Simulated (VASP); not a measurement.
Input of a VASP 6.6.1 run:

Contents of INCAR:

```
PREC = Accurate
ENCUT = 520
EDIFF = 1E-7
ISMEAR = -1
SIGMA = 0.05
LREAL = F
LASPH = T
NELM = 100
ALGO = Normal
ISIF = 2
LWAVE = F
LCHARG = F
METAGGA = SCAN
LMIXTAU = T
NBANDS = 13
```

The input KPOINTS:

```
regular mesh
0
Gamma
  8 8 8
```

POSCAR

```
Li2Se
1.0
    0.0000000000      3.0025000000      3.0025000000
    3.0025000000      0.0000000000      3.0025000000
    3.0025000000      3.0025000000      0.0000000000
Se Li
1 2
Direct
    0.0000000000      0.0000000000      0.0000000000
    0.7500000000      0.7500000000      0.7500000000
    0.2500000000      0.2500000000      0.2500000000
```

The input KPOINTS_OPT:

```
path GXWKGLUWLK,UX
15
line-mode
reciprocal
 0.0000000000  0.0000000000  0.0000000000  G
 0.5000000000  0.0000000000  0.5000000000  X

 0.5000000000  0.0000000000  0.5000000000  X
 0.5000000000  0.2500000000  0.7500000000  W

 0.5000000000  0.2500000000  0.7500000000  W
 0.3750000000  0.3750000000  0.7500000000  K

 0.3750000000  0.3750000000  0.7500000000  K
 0.0000000000  0.0000000000  0.0000000000  G

 0.0000000000  0.0000000000  0.0000000000  G
 0.5000000000  0.5000000000  0.5000000000  L

 0.5000000000  0.5000000000  0.5000000000  L
 0.6250000000  0.2500000000  0.6250000000  U

 0.6250000000  0.2500000000  0.6250000000  U
 0.5000000000  0.2500000000  0.7500000000  W

 0.5000000000  0.2500000000  0.7500000000  W
 0.5000000000  0.5000000000  0.5000000000  L

 0.5000000000  0.5000000000  0.5000000000  L
 0.3750000000  0.3750000000  0.7500000000  K

 0.6250000000  0.2500000000  0.6250000000  U
 0.5000000000  0.0000000000  0.5000000000  X
```

Potentials or basis: VASP PAW PBE potentials, release 64 (Se, Li_sv).

The run is started by

```console
$ cat potpaw_PBE.64/Se/POTCAR potpaw_PBE.64/Li_sv/POTCAR > POTCAR
$ mpirun -np 1 vasp_std > vasp.out
```

Question: Predict the band gap on the k mesh.

Answer: 3.46 eV, indirect (least direct gap 4.13 eV).

Question: Estimate the band gap along the path.

Answer: 3.46 eV, indirect (least direct gap 4.13 eV).

Levels at the corners of the path, in eV from the valence-band top:
```csv
point,band 4,band 5,band 6,band 7,band 8,band 9
Γ,0.00,0.00,0.00,4.13,6.33,6.33
X,-2.24,-1.43,-1.43,3.46,7.01,11.27
X,-2.24,-1.43,-1.43,3.46,7.01,11.27
W,-1.87,-1.87,-1.73,5.60,7.16,8.91
W,-1.87,-1.87,-1.73,5.60,7.16,8.91
K,-2.07,-2.03,-1.16,4.63,8.06,9.33
K,-2.07,-2.03,-1.16,4.63,8.06,9.33
Γ,0.00,0.00,0.00,4.13,6.33,6.33
Γ,0.00,0.00,0.00,4.13,6.33,6.33
L,-2.88,-0.52,-0.52,5.97,6.61,6.61
L,-2.88,-0.52,-0.52,5.97,6.61,6.61
U,-2.07,-2.03,-1.16,4.63,8.06,9.33
U,-2.07,-2.03,-1.16,4.63,8.06,9.33
W,-1.87,-1.87,-1.73,5.60,7.16,8.91
W,-1.87,-1.87,-1.73,5.60,7.16,8.91
L,-2.88,-0.52,-0.52,5.97,6.61,6.61
L,-2.88,-0.52,-0.52,5.97,6.61,6.61
K,-2.07,-2.03,-1.16,4.63,8.06,9.33
U,-2.07,-2.03,-1.16,4.63,8.06,9.33
X,-2.24,-1.43,-1.43,3.46,7.01,11.27
```

 SCAN opens gaps a little over a GGA but as a rule still falls short of measured ones.
